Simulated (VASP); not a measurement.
A run of VASP 6.6.1:

Contents of INCAR:

```
SYSTEM = MnSb4
ALGO = Normal
EDIFF = 1E-7
ENCUT = 520
GGA = PE
ISIF = 2
ISMEAR = -1
ISPIN = 2
LASPH = .TRUE.
LCHARG = .TRUE.
LELF = .TRUE.
LMAXMIX = 4
LORBIT = 11
LREAL = .FALSE.
LVHAR = .TRUE.
LWAVE = .FALSE.
MAGMOM = 0 0 0 0 4
NBANDS = 28
NELM = 150
PREC = Accurate
SIGMA = 0.05
```

KPOINTS

```
k-points
0
G
  9 9 2
  0 0 0
```

File POSCAR:

```
MnSb4
1.0
    3.0805000000      0.0000000000      0.0000000000
    0.0000000000      3.0805000000      0.0000000000
    0.0000000000      0.0000000000     14.9942030000
Sb Mn
4 1
Direct
   -0.0076490000      0.0067940000      0.8205320000
   -0.0017160000      0.0108220000      0.6012430000
    0.0053450000     -0.0082610000      0.4022820000
   -0.0037160000      0.0036850000      0.1832670000
   -0.0145180000     -0.0032270000      0.0008150000
```

Potentials or basis: VASP PAW PBE potentials, release 64 (Sb, Mn_pv).

Run with:

```sh
$ cat potpaw_PBE.64/Sb/POTCAR potpaw_PBE.64/Mn_pv/POTCAR > POTCAR
$ mpirun -np 1 vasp_std > vasp.out
```

Hardware: 1 thread of Intel(R) Xeon(R) Platinum 8559C (Emerald Rapids), with other jobs on the host.

Question: Estimate the wall time of this run.

Answer: Run time: 8.4 min on 1 thread of Intel(R) Xeon(R) Platinum 8559C (Emerald Rapids), on a shared host, peak memory 0.62 GiB. Counts: scf iterations 23, k points 82.
